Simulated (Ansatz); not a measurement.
**Rigid-band transport of added carriers in RbBr (computed with Ansatz 0.2.0)**

Space group Fm-3m (No. 225), 2 atoms in the cell of the first input below: a = 4.847 Å, b = 4.847 Å, c = 4.847 Å, α = 60.00°, β = 60.00°, γ = 60.00°.

The cell was built from a prototype of a structure type listed for this compound, at its measured volume, taken without relaxation (pressure 1.0 GPa with this functional, without spin–orbit coupling). Functional: PBE.

Spin–orbit coupling is left out. Kohn–Sham gap between the band edges found on a fine mesh: 4.36 eV.

Levels at points 0.012 Å⁻¹ about the band edges give the masses:

```yaml
crystal:
  lattice:
    - [0.0, 3.4274990198, 3.4274990198]
    - [3.4274990198, 0.0, 3.4274990198]
    - [3.4274990198, 3.4274990198, 0.0]
  atoms:
    - { symbol: Rb, position: [0.5, 0.5, 0.5] }
    - { symbol: Br, position: [0.0, 0.0, 0.0] }
basis:
  ecutwfc: 420
  ecutrho_ratio: 4
kpoints:
  mp_grid: { grid: [8, 8, 8] }
hamiltonian:
  xc: pbe
scf:
  occupations: { method: gaussian, width: 0.05 }
output:
  forces: true
  stress: true
  eigenvalues: true
  eigenstates:
    kpoints:
      - [0.0, 0.0, 0.0]
      - [0.0, 0.006546041, 0.006546041]
      - [0.0, -0.006546041, -0.006546041]
      - [0.006546041, 0.0, 0.006546041]
      - [-0.006546041, 0.0, -0.006546041]
      - [0.006546041, 0.006546041, 0.0]
      - [-0.006546041, -0.006546041, 0.0]
      - [0.00462875, 0.00462875, 0.0092575]
      - [-0.00462875, -0.00462875, -0.0092575]
      - [0.00462875, 0.0092575, 0.00462875]
      - [-0.00462875, -0.0092575, -0.00462875]
      - [0.0092575, 0.00462875, 0.00462875]
      - [-0.0092575, -0.00462875, -0.00462875]
      - [0.007558717, 0.007558717, 0.007558717]
      - [-0.007558717, -0.007558717, -0.007558717]
      - [0.0, 0.0, 0.0]
      - [0.0, 0.006546041, 0.006546041]
      - [0.0, -0.006546041, -0.006546041]
      - [0.006546041, 0.0, 0.006546041]
      - [-0.006546041, 0.0, -0.006546041]
      - [0.006546041, 0.006546041, 0.0]
      - [-0.006546041, -0.006546041, 0.0]
      - [0.00462875, 0.00462875, 0.0092575]
      - [-0.00462875, -0.00462875, -0.0092575]
      - [0.00462875, 0.0092575, 0.00462875]
      - [-0.00462875, -0.0092575, -0.00462875]
      - [0.0092575, 0.00462875, 0.00462875]
      - [-0.0092575, -0.00462875, -0.00462875]
      - [0.007558717, 0.007558717, 0.007558717]
      - [-0.007558717, -0.007558717, -0.007558717]
    de_dk: true
    e_range: [-2.782166866555, 2.781537627338]
```

```bash
ansatz run input.yaml --threads 4 --pin off --max-ram 9216MiB --backend cpu --events-out ev --progress --plain --runs-dir out
```

Time: 1.2 s on 4 threads of Arm Neoverse V1 (shared host), peak memory 0.34 GiB.

Edges at k = (0.000, 0.000, 0.000) and (0.000, 0.000, 0.000); masses in electron masses along fixed Cartesian directions (which need not be the axes of a valley), negative for hole-like bands, for at most the three nearest levels of the same spin at these k-points, within 0.3 eV:

| edge | band | from the edge (meV) | degeneracy | x | y | z | 111 |
| --- | --- | --- | --- | --- | --- | --- | --- |
| valence | 1 | 0 | 3 | -5.4 | -5.4 | -5.4 | -2.539 |
| valence | 2 | 0 | 3 | -5.4 | -5.4 | -5.4 | -2.539 |
| valence | 3 | 0 | 3 | -0.560 | -0.560 | -0.560 | -0.728 |
| conduction | 1 | 0 | 1 | 0.369 | 0.369 | 0.369 | 0.369 |

These curvatures agree with the slopes at the same points. They hold at the edge alone, and further out the bands need not be parabolic. Degenerate bands can be warped: each is named by its order in energy along a direction and has no mass tensor of its own.

The states of the whole zone with their velocity products:

```yaml
crystal:
  lattice:
    - [0.0, 3.4274990198, 3.4274990198]
    - [3.4274990198, 0.0, 3.4274990198]
    - [3.4274990198, 3.4274990198, 0.0]
  atoms:
    - { symbol: Rb, position: [0.5, 0.5, 0.5] }
    - { symbol: Br, position: [0.0, 0.0, 0.0] }
basis:
  ecutwfc: 420
  ecutrho_ratio: 4
kpoints:
  mp_grid: { grid: [8, 8, 8] }
hamiltonian:
  xc: pbe
scf:
  occupations: { method: gaussian, width: 0.05 }
output:
  forces: true
  stress: true
  eigenvalues: true
  states_by_energy: { minimum_broadening: 0.025 }
```

```bash
ansatz run input.yaml --threads 4 --pin off --max-ram 9216MiB --backend cpu --events-out ev --progress --plain --runs-dir out
```

Time: 48 s on 4 threads of Arm Neoverse V1 (shared host), peak memory 0.78 GiB.

From that table, at a constant relaxation time τ with Fermi–Dirac weights and rigid bands:

| T (K) | doping (cm⁻³) | μ − E_F (eV) | σ_xx/τ (10²⁰/Ω m s) | S_xx (μV/K) | Lorenz (10⁻⁸ V²/K²) | ħω_p,xx (eV) |
| --- | --- | --- | --- | --- | --- | --- |
| 300 | n 1e19 | 2.211 | 0.00729 | -181 | 1.97 | 0.189 |
| 300 | p 1e19 | -2.084 | 0.000932 | 545 | 1.91 | 0.068 |
| 300 | n 1e20 | 2.379 | 0.0685 | -53 | 2.32 | 0.579 |
| 300 | p 1e20 | -2.145 | 0.00926 | 348 | 1.93 | 0.213 |
| 300 | n 1e21 | 2.987 | 0.524 | -13 | 2.43 | 1.601 |
| 300 | p 1e21 | -2.220 | 0.0871 | 170 | 2.05 | 0.653 |
| 600 | n 1e19 | 2.165 | 0.00709 | -264 | 1.88 | 0.186 |
| 600 | p 1e19 | -1.919 | 0.000723 | 647 | 1.42 | 0.060 |
| 600 | n 1e20 | 2.368 | 0.0674 | -100 | 2.14 | 0.574 |
| 600 | p 1e20 | -2.039 | 0.0072 | 449 | 1.42 | 0.188 |
| 600 | n 1e21 | 2.983 | 0.522 | -26 | 2.41 | 1.598 |
| 600 | p 1e21 | -2.165 | 0.0691 | 257 | 1.41 | 0.581 |
| 900 | n 1e19 | 2.100 | 0.00688 | -316 | 1.86 | 0.183 |
| 900 | p 1e19 | -1.726 | 0.000551 | 691 | 0.98 | 0.052 |
| 900 | n 1e20 | 2.348 | 0.066 | -139 | 2.03 | 0.568 |
| 900 | p 1e20 | -1.905 | 0.00549 | 493 | 0.98 | 0.164 |
| 900 | n 1e21 | 2.976 | 0.518 | -40 | 2.39 | 1.593 |
| 900 | p 1e21 | -2.088 | 0.0532 | 296 | 0.97 | 0.510 |

Which of the dopings listed at 300 K has the largest power factor S²σ/τ along x?

n 1e19: 0.24, p 1e19: 0.28, n 1e20: 0.19, p 1e20: 1.1, n 1e21: 0.09, p 1e21: 2.5 (10¹¹ W/m K² s), so p 1e21 cm⁻³, if τ is the same for all.

What conductivity mass along x follows from the plasma energy at 1e19 electrons per cm³ and 300 K, and how does it compare with the band-edge mass?

(ħω_p)² = ħ² n e²/(ε0 m) gives m = 0.386, against 0.369 at the edge: the two agree within a tenth.

Caveats: crystals with gaps this wide can seldom be doped to such densities with both signs of carrier, so the rows show what the bands would give; melting, decomposition and changes of phase at these temperatures weren't checked; no scattering is computed, and the gap isn't corrected; spin–orbit coupling, left out, splits the Br p valence bands by some tenths of an eV, so hole masses, degeneracies and p rows are those of the unsplit bands.

Added electrons and holes behave very differently in these bands. The conduction minimum is s-like and isotropic, with a mass of 0.369, whereas the valence top consists of Br 4p states that overlap only weakly between neighbouring anions, giving two heavy, warped branches beside a lighter one. At equal density, holes therefore have the smaller σ/τ but the larger Seebeck magnitude, since the many available states keep their chemical potential near or inside the gap.

The narrow valence band probably also explains the hole Lorenz number, which falls to about 0.98 at 900 K for p 1e19. Thermal excitation then samples much of the band, whose finite width limits the spread of carrier energies and whose slower states reduce σ/τ. Electrons, in a broad band, show little of either effect.

The larger hole power factor at 300 K is thus a density-of-states effect and no evidence of good p-type conduction: in alkali halides holes self-trap as halogen-dimer V_K centres, a lattice distortion that rigid bands cannot describe.
